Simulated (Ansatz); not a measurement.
# Mechanical response of MgTe (P6_3mc)

```
CELL_PARAMETERS angstrom
4.50927 0.00000 0.00000
-2.25464 3.90514 0.00000
0.00000 0.00000 7.33702
ATOMIC_POSITIONS crystal
Mg 0.33333 0.66667 0.00426
Mg 0.66667 0.33333 0.50426
Te 0.33333 0.66667 0.38074
Te 0.66667 0.33333 0.88074
```

The conventional cell has a = 4.509 Å, b = 4.509 Å, c = 7.337 Å, α = 90.00°, β = 90.00°, γ = 120.00°. Around Mg (atom 1) lie 4 Te at 2.76 Å. Around Te (atom 3) lie 4 Mg at 2.76 Å.

Unless marked otherwise, the numbers come from LDA, all-electron LAPW in Ansatz 0.2.0, scalar-relativistic. k mesh 6×6×4, fixed occupations, basis error target 1 meV/atom. The cell was relaxed by PAW under this functional.

The cell is hexagonal and carries a residual pressure of 0.03 GPa at this level. Each strain component that symmetry leaves independent is applied at ±0.008, the ions relax wherever a strain frees them, and the stress (tension positive, GPa) is read. Shears are engineering strains, γ = 2ε.

```csv
strain,size,σxx,σyy,σzz,σyz,σxz,σxy
xx,-0.008,-0.4865,-0.3019,-0.2495,0.0000,0.0000,0.0000
xx,+0.008,0.4053,0.2225,0.1976,0.0000,0.0000,0.0000
zz,-0.008,-0.2654,-0.2654,-0.5046,0.0000,0.0000,0.0000
zz,+0.008,0.1821,0.1821,0.4581,0.0000,0.0000,0.0000
yz,-0.008,-0.0351,-0.0333,-0.0222,-0.0817,0.0000,0.0000
yz,+0.008,-0.0351,-0.0333,-0.0222,0.0817,0.0000,0.0000
```

A central difference gives one constant, for example C11 ≈ (0.4053 − (-0.4865))/(0.016) = 55.7 GPa; the program then imposes the crystal's symmetry on the whole matrix.

**Question.** What are the independent elastic constants?

**Answer.** C11 = 55.7, C12 = 32.8, C13 = 28.0, C33 = 60.2, C44 = 10.2 GPa.

**Question.** Is the crystal stable against homogeneous strain?

**Answer.** The least eigenvalue of the 6×6 matrix is 10.2 GPa, so yes.

**Question.** What moduli does a random aggregate of grains have?

**Answer.** Voigt and Reuss bounds: B from 38.8 to 38.8 and G from 11.6 to 11.9 GPa; their means are B = 38.8 and G = 11.7 GPa. Then E = 9BG/(3B + G) = 32.0 GPa, ν = (3B − 2G)/(6B + 2G) = 0.362 and B/G = 3.30, on the ductile side of Pugh's 1.75 (a rule of thumb, made for metals; it doesn't predict ductility here).

**Question.** With the density of 3.905 g/cm³, how fast does sound travel, and what Debye temperature follows?

**Answer.** 

```tsv
direction	slow (m/s)	middle (m/s)	fast (m/s)
x	1617	1715	3778
y	1617	1715	3778
z	1617	1617	3925
```

The mean of v⁻³ over directions and branches gives v_m = 1948 m/s and θ_D = (ħ/k_B) v_m (6π²n)^(1/3) = 182 K, n being atoms per volume. Young's modulus spans 29 to 43 GPa over directions, and the universal anisotropy index is 0.14.

**Question.** How far do the constants move if PAW replaces LAPW in the same cell?

**Answer.** 

```tsv
constant	LAPW (GPa)	PAW (GPa)	difference
C11	55.7	55.6	-0.1
C12	32.8	32.7	-0.1
C13	28.0	27.9	-0.1
C33	60.2	60.1	-0.1
C44	10.2	10.2	0.0
```

Caveats: constants at zero field, no piezoelectric stiffening; the frozen-core PAW files of the compared runs were fitted under PBE, their cores solved anew for this functional.
